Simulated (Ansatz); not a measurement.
CdTe: stiffness from a series of strains

```xyz
4
Lattice="3.0653 -3.0946 0.0000 3.0653 3.0946 0.0000 0.0000 0.0000 6.0907" Properties=species:S:1:pos:R:3 pbc="T T T"
Cd    3.0653    1.3800    4.5680
Cd    3.0653   -1.3800    1.5227
Te    3.0653   -1.6472    4.5680
Te    3.0653    1.6472    1.5227
```

Atom numbers follow the list: Cd1, Cd2, Te3, Te4.

Structure from Materials Project entry mp-1066480 (possibly hypothetical), not relaxed further.

Spin–orbit coupling is left out, though it moves levels of the heavy atoms by tenths of an eV or more.

All numbers below come from Ansatz 0.2.0, DFT, PBE, all-electron LAPW, scalar-relativistic.

Settings: a Γ-centred 9×9×6 k mesh, Fermi–Dirac smearing of 0.05 eV, basis error target 1 meV/atom, no spin polarisation.

The strain is applied along the Cartesian axes of the cell as listed (the other components stay zero). Fractional coordinates are held (clamped ions).

σ is the change of stress from the unstrained cell, which is at -0.25 GPa; tension is positive, so slopes are stress–strain coefficients at that pressure. In a metal the k mesh adds noise.

Only quantities that a quadratic follows smoothly over the whole series are listed; rougher ones are left out.

```tsv
εzz	σzz (GPa)	σxx (GPa)
-0.0300	-2.92	-0.91
-0.0200	-1.83	-0.59
-0.0100	-0.86	-0.29
0.0000	0.00	0.00
0.0100	0.75	0.27
0.0300	1.99	0.78
```

Question: Fit the series and read off the stiffness at zero strain.

Answer: Least-squares fits y = p0 + p1 x + p2 x² to the rows give σzz (GPa): p1 = 81.6, p2 = -510; σxx (GPa): p1 = 28.1, p2 = -70. So C33 = 82 GPa and C13 = 28 GPa, for these axes.

Question: One run, at εzz = 0.0200, is withheld. Predict its row.

Answer: The fits give 1.43, 0.53; the run gave 1.41, 0.53.
